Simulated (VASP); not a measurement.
Wanted: the native input for a VASP 6.6.1 run.

- Task: relaxation of cell and atoms
- Functional: PBE
- Potentials or basis: VASP PAW PBE potentials, release 64 (Mn_pv, S)
- Cutoff: 350 eV
- k mesh: 14 × 14 × 14
- Occupations: gaussian, width 0.1 eV
- Spin: collinear spin, ferromagnetic start
- Starting moments: [5.0, 0.0] μB
- Target pressure: 40 GPa
- Further INCAR settings: ALGO = Fast; EDIFF = 1e-07; IBRION = 2; EDIFFG = -0.002; NSW = 80; ISIF = 3
- Target pressure: 40 GPa

The structure of MnS lies in POSCAR:

```
MnS                                     
1.0
    0.0000000000      2.2906445414      2.2906445414
    2.2906445414      0.0000000000      2.2906445414
    2.2906445414      2.2906445414      0.0000000000
  Mn              S             
     1     1
Direct
     0.0000000000000000    0.0000000000000000    0.0000000000000000
     0.5000000000000000    0.5000000000000000    0.5000000000000000
```

The input as run:

INCAR

```
SYSTEM = MnS
  ALGO = Fast
  EDIFF = 1E-7
  EDIFFG = -0.002
  ENCUT = 350
  GGA = PE
  IBRION = 2
  ISIF = 3
  ISMEAR = 0
  ISPIN = 2
  LASPH = .TRUE.
  LCHARG = .FALSE.
  LMAXMIX = 4
  LORBIT = 11
  LREAL = .FALSE.
  LWAVE = .FALSE.
  MAGMOM = 5 0
  NELM = 150
  NSW = 80
  PREC = Accurate
  PSTRESS = 400
  SIGMA = 0.1
```

KPOINTS

```
k-points
0
G
  14 14 14
  0 0 0
```

Potentials or basis: VASP PAW PBE potentials, release 64 (Mn_pv, S).

The run is started by

```console
$ cat potpaw_PBE.64/Mn_pv/POTCAR potpaw_PBE.64/S/POTCAR > POTCAR
$ mpirun -np 1 vasp_std > vasp.out
```

It gave:

- Relaxed volume: 11.51 Å³/atom
- Relaxed cell: a = 3.193 Å, b = 3.193 Å, c = 3.193 Å, α = 60.00°, β = 60.00°, γ = 60.00°
- Space group after relaxing (to 0.05 Å): Fm-3m (No. 225)
- Energy change on relaxing (the enthalpy is what falls): +111.8 meV/atom
- Ionic steps: 5
- Pressure after relaxing: 40.0 GPa
- Band gap on the k mesh: none (metal or under the smearing width)
- Net moment: 2.80 μB per cell
- Site moments: Mn +2.66; S +0.04 μB
- Valence electrons inside the program's atomic spheres: Mn 11.98; S 3.82

Caveat: the cell is relaxed towards a set pressure, so the enthalpy falls and the energy may rise; a cell with one magnetic atom can't hold antiferromagnetic order, which such compounds often take; semilocal functionals often make such compounds metallic where correlation or magnetic order opens a gap, which also shifts bond lengths.

Run time: 110 s on 1 thread of AMD EPYC 9R14 (Zen 4) (shared host), peak memory 0.12 GiB.
